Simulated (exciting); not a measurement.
# CdTe (F-43m) in exciting: notebook, part 2 of 3

exciting (release sodium). The steps go on from the part before.

### Step 4. Real-space fields, RPBE, collinear spin, ferromagnetic start (volume scaled by 0.92)

File input.xml:

```xml
<input>
  <title>CdTe</title>
  <structure speciespath="./" tshift="false" cartesian="true">
    <crystal scale="1">
      <basevect>0.000000000000 8.330502029136 0.000000000000</basevect>
      <basevect>-6.801826424192 4.165251014568 2.404808794446</basevect>
      <basevect>0.000000000000 4.165251014568 7.214426383527</basevect>
    </crystal>
    <species speciesfile="Te.xml" rmt="2.3">
      <atom coord="-5.101369818144 12.495753043704 7.214426383480" bfcmt="0 0 -8"/>
    </species>
    <species speciesfile="Cd.xml" rmt="2.3">
      <atom coord="0.000000000000 0.000000000000 0.000000000000" bfcmt="0 0 0"/>
    </species>
  </structure>
  <groundstate do="fromscratch" ngridk="5 5 5" rgkmax="8" gmaxvr="14" lmaxapw="10" lmaxmat="10" lmaxvr="8" stype="Fermi Dirac" swidth="0.00036749" nempty="20" ValenceRelativity="iora*" epsengy="1e-06" epspot="1e-06" maxscl="120" outputlevel="normal">
    <libxc exchange="XC_GGA_X_RPBE" correlation="XC_GGA_C_PBE"/>
    <spin reducebf="0.5"/>
  </groundstate>
  <properties>
    <chargedensityplot>
      <plot3d>
        <box grid="23 23 23">
          <origin coord="0 0 0"/>
          <point coord="1 0 0"/>
          <point coord="0 1 0"/>
          <point coord="0 0 1"/>
        </box>
      </plot3d>
    </chargedensityplot>
    <elfplot>
      <plot3d>
        <box grid="23 23 23">
          <origin coord="0 0 0"/>
          <point coord="1 0 0"/>
          <point coord="0 1 0"/>
          <point coord="0 0 1"/>
        </box>
      </plot3d>
    </elfplot>
    <exccplot>
      <plot3d>
        <box grid="23 23 23">
          <origin coord="0 0 0"/>
          <point coord="1 0 0"/>
          <point coord="0 1 0"/>
          <point coord="0 0 1"/>
        </box>
      </plot3d>
    </exccplot>
  </properties>
</input>
```

Potentials or basis: all-electron LAPW+lo, shipped species files, valence relativity iora*.

On the command line:

```console
> OMP_NUM_THREADS=1 exciting_smp
```

INFO.OUT:

```text
================================================================================
EXCITING SODIUM started
[... 10 lines left out ...]

 Lattice vectors (cartesian) :
      0.0000000000      8.3305020291      0.0000000000
     -6.8018264242      4.1652510146      2.4048087944
      0.0000000000      4.1652510146      7.2144263835

 Reciprocal lattice vectors (cartesian) :
      0.3079165759      0.7542384943     -0.4354597977
     -0.9237497277      0.0000000000      0.0000000000
      0.3079165759     -0.0000000000      0.8709195954

 Unit cell volume                           :     408.7883643808
 Brillouin zone volume                      :       0.6067937228

 Species :    1 (Te)
     parameters loaded from                 :    Te.xml
     name                                   :    tellurium
     nuclear charge                         :     -52.00000000
     electronic charge                      :      52.00000000
     atomic mass                            :  232600.57070000
     muffin-tin radius                      :       2.30000000
     # of radial points in muffin-tin       :     400

     atomic positions (cartesian) :
       1 :  -5.10136982 12.49575304  7.21442638

     magnetic fields (cartesian) :
       1 :   0.00000000  0.00000000 -8.00000000

 Species :    2 (Cd)
     parameters loaded from                 :    Cd.xml
     name                                   :    cadmium
     nuclear charge                         :     -48.00000000
     electronic charge                      :      48.00000000
     atomic mass                            :  204912.71750000
     muffin-tin radius                      :       2.30000000
     # of radial points in muffin-tin       :     400

     atomic positions (cartesian) :
       1 :   0.00000000  0.00000000  0.00000000

     magnetic fields (cartesian) :
       1 :   0.00000000  0.00000000  0.00000000

 Total number of atoms per unit cell        :       2

 Spin treatment                             :    spin-polarised
 Global magnetic field (cartesian) :        0.00000000   0.00000000   0.00000000
 collinear magnetisation in z-direction

 Number of Bravais lattice symmetries       :      48
 Number of crystal symmetries               :      24

 k-point grid                               :       5    5    5
 Total number of k-points                   :      14
 k-point set is reduced with crystal symmetries

 R^MT_min * |G+k|_max (rgkmax)              :       8.00000000
 Species with R^MT_min                      :       1 (Te)
 Maximum |G+k| for APW functions            :       3.47826087
 Maximum |G| for potential and density      :      14.00000000

 G-vector grid sizes                        :      40    40    40
 Total number of G-vectors                  :   18907

 Maximum angular momentum used for
     APW functions                          :      10
     computing H and O matrix elements      :      10
     potential and density                  :       8
     inner part of muffin-tin               :       2

 Total nuclear charge                       :    -100.00000000
 Total electronic charge                    :     100.00000000
 Total core charge                          :      66.00000000
 Total valence charge                       :      34.00000000

 Number of empty states                     :      20
 Total number of valence states             :      76

 Maximum Hamiltonian size                   :     321
 Maximum number of plane-waves              :     295
 Total number of local-orbitals             :      26

 Exchange-correlation type                  :     100
     libxc; exchange: Hammer, Hansen, and Norskov; correlation: Perdew, Burke & Ernzerhof (see libxc for references)

 Smearing scheme                            :    Fermi-Dirac
 Smearing width                             :       0.00036749

 Using multisecant Broyden potential mixing
[... 16 lines left out ...]
+ SCF iteration number :    1                                                  +
++++++++++++++++++++++++++++++++++++++++++++++++++++++++++++++++++++++++++++++++
 Total energy                               :    -12391.82853527
 _______________________________________________________________
 Fermi energy                               :         0.21320750
 Kinetic energy                             :     13057.94161919
 Coulomb energy                             :    -25118.15509061
 Exchange energy                            :      -326.22184229
 Correlation energy                         :        -5.39322156
 No external B-field energy in total energy

 DOS at Fermi energy (states/Ha/cell)       :         0.00000000

 Electron charges :
     core                                   :        66.00000000
     core leakage                           :         0.00334463
     valence                                :        34.00000000
     interstitial                           :         4.79719512
     charge in muffin-tin spheres :
                  atom     1    Te          :        49.25300277
                  atom     2    Cd          :        45.94980212
     total charge in muffin-tins            :        95.20280488
     total charge                           :       100.00000000

 Moments :
     interstitial                           :        -0.06047424
     moment in muffin-tin spheres :
                  atom     1    Te          :         0.09366698
                  atom     2    Cd          :        -0.03320497
     total moment in muffin-tins            :         0.06046202
     total moment                           :        -0.00001222

++++++++++++++++++++++++++++++++++++++++++++++++++++++++++++++++++++++++++++++++
+ SCF iteration number :    2                                                  +
++++++++++++++++++++++++++++++++++++++++++++++++++++++++++++++++++++++++++++++++
 Total energy                               :    -12393.22489432
 _______________________________________________________________
 Fermi energy                               :         0.21484359
 Kinetic energy                             :     13057.04101193
 Coulomb energy                             :    -25118.60987727
 Exchange energy                            :      -326.26181659
 Correlation energy                         :        -5.39421238
 No external B-field energy in total energy
[... 544 lines left out ...]
++++++++++++++++++++++++++++++++++++++++++++++++++++++++++++++++++++++++++++++++
+ SCF iteration number :   17                                                  +
++++++++++++++++++++++++++++++++++++++++++++++++++++++++++++++++++++++++++++++++
 Total energy                               :    -12393.57286285
 _______________________________________________________________
 Fermi energy                               :         0.21185137
 Kinetic energy                             :     13056.11254083
 Coulomb energy                             :    -25118.03187860
 Exchange energy                            :      -326.25879438
 Correlation energy                         :        -5.39473070
 No external B-field energy in total energy

 DOS at Fermi energy (states/Ha/cell)       :         0.00000000

 Electron charges :
     core                                   :        66.00000000
     core leakage                           :         0.00332086
     valence                                :        34.00000000
     interstitial                           :         4.82129719
     charge in muffin-tin spheres :
                  atom     1    Te          :        49.12804699
                  atom     2    Cd          :        46.05065582
     total charge in muffin-tins            :        95.17870281
     total charge                           :       100.00000000

 Moments :
     interstitial                           :        -0.00000129
     moment in muffin-tin spheres :
                  atom     1    Te          :         0.00000196
                  atom     2    Cd          :        -0.00000066
     total moment in muffin-tins            :         0.00000131
     total moment                           :         0.00000002

 RMS change in effective potential (target) :  0.937932E-08  ( 0.100000E-05)
 Absolute change in total energy   (target) :  0.109747E-06  ( 0.100000E-05)
 Charge distance                   (target) :  0.367154E-09  ( 0.100000E-04)

++++++++++++++++++++++++++++++++++++++++++++++++++++++++++++++++++++++++++++++++
| Convergency criteria checked for the last 2 iterations                       +
| Convergence targets achieved. Performing final SCF iteration                 +
++++++++++++++++++++++++++++++++++++++++++++++++++++++++++++++++++++++++++++++++
 Total energy                               :    -12393.57286259
 _______________________________________________________________
 Fermi energy                               :         0.21185133
 Kinetic energy                             :     13056.11254097
 Coulomb energy                             :    -25118.03187848
 Exchange energy                            :      -326.25879438
 Correlation energy                         :        -5.39473070
 No external B-field energy in total energy

 DOS at Fermi energy (states/Ha/cell)       :         0.00000000

 Electron charges :
     core                                   :        66.00000000
     core leakage                           :         0.00332086
     valence                                :        34.00000000
     interstitial                           :         4.82129719
     charge in muffin-tin spheres :
                  atom     1    Te          :        49.12804700
                  atom     2    Cd          :        46.05065581
     total charge in muffin-tins            :        95.17870281
     total charge                           :       100.00000000

 Moments :
     interstitial                           :        -0.00000070
     moment in muffin-tin spheres :
                  atom     1    Te          :         0.00000108
                  atom     2    Cd          :        -0.00000035
     total moment in muffin-tins            :         0.00000073
     total moment                           :         0.00000002

++++++++++++++++++++++++++++++++++++++++++++++++++++++++++++++++++++++++++++++++
[... 9 lines left out ...]
| EXCITING SODIUM stopped                                                      =
================================================================================
```

Wall time 2.5 min (1 thread of Intel Xeon Platinum 8259CL at 2.50GHz (Skylake/Cascade Lake), shared host); peak memory 0.19 GiB.

What came out:

| Quantity | Value |
| --- | --- |
| Band gap on the k mesh | 1.26 eV, direct |
| Net moment | 0.00 μB per cell |
| All electrons inside the program's atomic spheres | Te 49.13; Cd 46.05 (radii Te 2.3, Cd 2.3 bohr) |

Caveat: spin-orbit coupling is left out, which moves the levels of the heavy elements.

(Part 2 of 3 ends here.)
